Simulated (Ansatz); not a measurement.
Crystal: Ca.

```
Ca
1.0
     0.00000    2.79420    2.79420
     2.79420    0.00000    2.79420
     2.79420    2.79420    0.00000
Ca
1
Cartesian
  0.0000 0.0000 0.0000
```

| Quantity | Value |
| --- | --- |
| Program | Ansatz 0.2.0 |
| Task | single point |
| Functional | PBE |
| Potentials or basis | all-electron LAPW, scalar-relativistic |
| Cutoff | 79 eV (chosen from the basis error) |
| Basis error allowed | 0.001 eV/atom |
| k mesh | 8 × 8 × 8 |
| Occupations | fermi-dirac, width 0.05 eV |
| Spin | no spin polarisation |

On this cell: pressure -0.6 GPa; band gap on the k mesh none (metal or under the smearing width).

The same run follows on a disturbed copy (cell strained at random at fixed volume):

```
Ca
1.0
     0.02261    2.80956    2.74477
     2.75250    0.03962    2.72775
     2.84984    2.88989   -0.05772
Ca
1
Direct
  0.99927 0.00324 0.99894
```

Problem. What does the disturbed cell give?

Solution. The energy (extrapolated to zero smearing) moves by +5.0 meV/atom; pressure -0.5 GPa; band gap on the k mesh none (metal or under the smearing width).

Stress tensor (GPa, compression positive):
```
-0.52 -0.61  0.41
-0.61 -0.63  0.26
 0.41  0.26 -0.48
```
